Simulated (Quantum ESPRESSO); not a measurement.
Runs of Quantum ESPRESSO 7.5 on TiAl3. Symmetry: I4/mmm, No. 139, tetragonal system. Conventional cell: a = 3.822 Å, b = 3.822 Å, c = 8.561 Å, α = 90.00°, β = 90.00°, γ = 90.00°. Ti (site symmetry 4/mmm) is surrounded by 12 Al at 2.70 to 2.87 Å. Al (site symmetry -4m2) has 8 Al at 2.70 to 2.87 Å and 4 Ti at 2.87 Å as nearest neighbours. Around Al (site symmetry 4/mmm) lie 4 Ti at 2.70 Å and 8 Al at 2.87 Å. The cell comes from a database or a generator and needn't be the stable form of this composition.

| level | ASE optimiser | rVV10 parameter b | dispersion computed by | gap on the mesh (eV) | pressure (GPa) | relaxed volume (Å³/atom) |
| --- | --- | --- | --- | --- | --- | --- |
| PBEsol+D3 | LBFGS | - | - | none | 0.1 | (b) |
| PBEsol+rVV10 | BFGS | 6.3 | - | none | 0.0 | 15.37 |
| PBEsol+D3(BJ) | LBFGS | - | - | none | 0.0 | (a) |
| PBEsol | FIRE | - | - | none | -0.2 | 15.56 |
| PBEsol+D4 | BFGS | - | dftd4 4.3.1 through ASE | none | 0.1 | 15.27 |

Alike in all rows: task relaxation of cell and atoms; potentials or basis GBRV 1.5 PBEsol; no spin polarisation; cell relaxed; k mesh 8 × 8 × 8; cutoff (eV) 612; smearing fermi-dirac 0.05 eV.

Question: Fill in the values left out.

Answer: (a) 15.04; (b) 15.20.

Caveats: pairwise dispersion overbinds metals, which lowers pressure and volume (some runs); rVV10's parameter b was fitted to another functional (some runs).

A gap of «none» marks a metal or a gap under the smearing width.
